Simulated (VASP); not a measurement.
A run of VASP 6.6.1 is set up as follows.

File INCAR:

```
SYSTEM = BP
PREC = Accurate ; ENCUT = 600
EDIFF = 1E-7 ; ISMEAR = 0
SIGMA = 0.02 ; LREAL = .FALSE.
LASPH = .TRUE. ; NELM = 100
ALGO = Fast ; ISIF = 3
LWAVE = .FALSE. ; LCHARG = .FALSE.
GGA = PE ; IBRION = 2
NSW = 60 ; EDIFFG = -0.01
LATTICE_CONSTRAINTS = .FALSE. .FALSE. .TRUE. ; KPAR = 4
```

File KPOINTS:

```
Automatic mesh
0
G
  8 5 8
  0 0 0
```

File POSCAR:

```
BP
1.0
    3.2047102931      0.0000000000      0.0000000000
    0.0000000000      4.5321447600      0.0000000000
    0.0000000000      0.0000000000      3.2047102931
B P
2 2
Direct
    0.0000000000      0.0000000000      0.0000000000
    0.5000000000      0.5000000000      0.5000000000
    0.0000000000      0.2500000000      0.5000000000
    0.5000000000      0.7500000000      0.0000000000
```

Potentials or basis: VASP PAW PBE potentials, release 64 (B, P).

The run is started by

```console
$ cat potpaw_PBE.64/B/POTCAR potpaw_PBE.64/P/POTCAR > POTCAR
$ mpirun -np 4 vasp_std > vasp.out
```

Task: What does it give for the relaxed volume?

Result: 11.74 Å³/atom.

Task: What does it give for the relaxed cell?

Result: a = 3.205 Å, b = 4.532 Å, c = 3.233 Å, α = 90.00°, β = 90.00°, γ = 90.00°.

Step by step:
```csv
step,energy change (eV),largest force (eV/Å),pressure (GPa),volume (Å³)
1,0.0000,0.0000,1.55,46.55
2,-0.0106,0.0000,0.63,46.80
3,-0.0107,0.0000,0.62,46.81
4,-0.0122,0.0000,0.48,46.84
5,-0.0166,0.0000,0.11,46.96
```

Caveat: the real-space grid breaks the cell's symmetry a little.
